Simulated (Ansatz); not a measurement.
# SnO (zincblende type): the cost of one run

Computed with Ansatz 0.2.0 (DFT, scalar-relativistic, functionals as named in each step, unless a step's input says otherwise).

### 1 The structure to begin with

The structure is cubic, space group F-43m (No. 216). The conventional cell has a = 5.475 Å, b = 5.475 Å, c = 5.475 Å, α = 90.00°, β = 90.00°, γ = 90.00°. Around Sn (site symmetry -43m) lie 4 O at 2.37 Å. Around O (site symmetry -43m) lie 4 Sn at 2.37 Å.

Structure file:

```
CELL_PARAMETERS angstrom
0.00000 2.73759 2.73759
2.73759 0.00000 2.73759
2.73759 2.73759 0.00000
ATOMIC_POSITIONS crystal
Sn 0.00000 0.00000 0.00000
O 0.25000 0.25000 0.25000
```

Atoms are numbered in the order of the input: Sn1, O2.

### 2 LDA, LAPW

input.yaml

```yaml
crystal:
  lattice:
    - [0.0, 2.7375941725, 2.7375941725]
    - [2.7375941725, 0.0, 2.7375941725]
    - [2.7375941725, 2.7375941725, 0.0]
  atoms:
    - { symbol: Sn, position: [0.0, 0.0, 0.0] }
    - { symbol: O, position: [0.25, 0.25, 0.25] }
kpoints:
  mp_grid: { grid: [12, 12, 12] }
  band_path:
    path:
      - [0.0, 0.0, 0.0]
      - [-0.5, -0.5, 0.0]
      - [-0.375, -0.375, 0.25]
      - [-0.375, 0.0, 0.375]
      - [0.0, 0.0, 0.0]
      - [0.0, 0.0, 0.5]
      - [-0.5, -0.25, 0.25]
      - [-0.5, -0.5, 0.0]
    npoints: 5
scf:
  occupations: { method: fermi_dirac, width: 0.08 }
hamiltonian:
  xc: lda
  pseudopotentials: { kind: all_electron, lapw: { basis_error: 0.001 } }
output:
  forces: true
  stress: true
  eigenvalues: true
```

Started as:

```sh
> ansatz run input.yaml --threads 1 --pin off --max-ram 2048MiB --backend cpu --events-out ev --progress --plain --runs-dir out
```

What time and memory should one allow on 1 thread of AMD EPYC 9B14 (Zen 4), shared host?

About 16 s, with a peak of 0.4 GiB.
